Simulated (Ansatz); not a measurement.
**Ionic part of the dielectric constant of Al2O3, mode by mode**

The calculation used Ansatz 0.2.0, DFT LDA, scalar-relativistic, plane waves, PAW. Cutoff 420 eV, 6×6×6 k-points (Γ-centred), fixed occupations. No spin polarisation. Phonons by linear response, acoustic sum rule imposed.

It takes space group R-3c (No. 167, trigonal). Conventional cell: a = 4.729 Å, b = 4.729 Å, c = 12.892 Å, α = 90.00°, β = 90.00°, γ = 120.00°. Around Al (site symmetry 3) lie 6 O at 1.84 to 1.96 Å. Around O (site symmetry 2) lie 4 Al at 1.84 to 1.96 Å.

The primitive cell has V = 83.23 Å³ and ε∞,xx = 3.246. Each polar mode adds Δε = (4.92064×10⁷/V)·S/ν² along x, with S its oscillator strength in e²/amu, ν in cm⁻¹ and V in Å³.

Question: From these modes, find each Δε and ε0,xx.
```
ν (cm⁻¹) S_xx (e²/amu)
   387.8        0.07288
   437.6         0.7974
   574.2          1.727
   630.7         0.1891
```

Answer:
```json
{"ν (cm⁻¹)": "387.8", "Δε": "0.29"}
{"ν (cm⁻¹)": "437.6", "Δε": "2.46"}
{"ν (cm⁻¹)": "574.2", "Δε": "3.10"}
{"ν (cm⁻¹)": "630.7", "Δε": "0.28"}
```

The sum is 6.126, so ε0,xx = 9.37; the run's tensor has 9.37.

Question: Where do the longitudinal modes lie for a wave vector along x?

Answer: At 390, 476, 625, 898 cm⁻¹. The Lyddane–Sachs–Teller product Π(ν_LO/ν_TO)² = 2.89 matches ε0/ε∞ = 2.89.

Cost: 1 run of about 6.6 core-minutes, on Intel Xeon Platinum 8259CL (Skylake/Cascade Lake) (shared hosts).

The lattice supplies most of the static in-plane response, 6.126 of 9.37, and nearly all of that comes from the modes at 437.6 and 574.2 cm⁻¹. In these, Al and O move against each other with a large net dipole, as expected for a strongly polar oxide. The upper mode has more than twice the oscillator strength of the lower, but its stiffness offsets much of this advantage through the inverse-square frequency weighting. Stiff Al–O bonds and light atoms keep the polar modes well away from the soft-mode regime, so the permittivity stays moderate.

The longitudinal mode at 898 cm⁻¹ shouldn't be read as the splitting of the weak 630.7 cm⁻¹ mode alone. The macroscopic field couples all modes of the same symmetry, and the weak mode mainly interrupts the broad reststrahlen region opened by the strong oscillator below it. The Lyddane–Sachs–Teller agreement confirms internal consistency, not the accuracy of the frequencies or effective charges. The response along the trigonal axis involves different polar modes and can't be inferred from these.
